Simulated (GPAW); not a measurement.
C:

```
C
1.0
     2.52210    0.00000    0.00000
    -1.26105    2.18420    0.00000
     0.00000    0.00000    8.23710
C
8
Direct
  0.66667 0.33333 0.84375
  0.33333 0.66667 0.34375
  0.66667 0.33333 0.65625
  0.33333 0.66667 0.15625
  0.00000 0.00000 0.90625
  0.00000 0.00000 0.40625
  0.00000 0.00000 0.59375
  0.00000 0.00000 0.09375
```

This is a hexagonal form of diamond, not graphite.

Base run:

- Program: GPAW 26.7.0
- Functional: PBE
- Potentials or basis: JTH PAW 2.0, PBE
- Cutoff: 800 eV
- Basis: pw
- k mesh: 7 × 7 × 2
- Occupations: fermi-dirac, width 0.05 eV
- Spin: no spin polarisation

Its results: band gap on the k mesh 4.41 eV, indirect (least direct gap 5.19 eV); pressure 0.6 GPa; largest force 0.334 eV/Å.

Q: The run is repeated on the same cell with these changes: potentials or basis from JTH PAW 2.0, PBE to GPAW PAW data sets (gpaw-data 1.2.1); cutoff from 800 eV to 650 eV; k mesh from 7 × 7 × 2 to 10 × 10 × 3. What comes out?

A: Band gap on the k mesh 4.42 eV, indirect (least direct gap 5.19 eV); pressure 2.4 GPa; largest force 0.330 eV/Å.

Caveats: the program truncates these outside data sets (some runs); the cutoff is short for stress and forces, so pressures can be off by a GPa or more (some runs); an odd mesh through Γ misses points on the zone boundary, where band edges often lie (some runs).
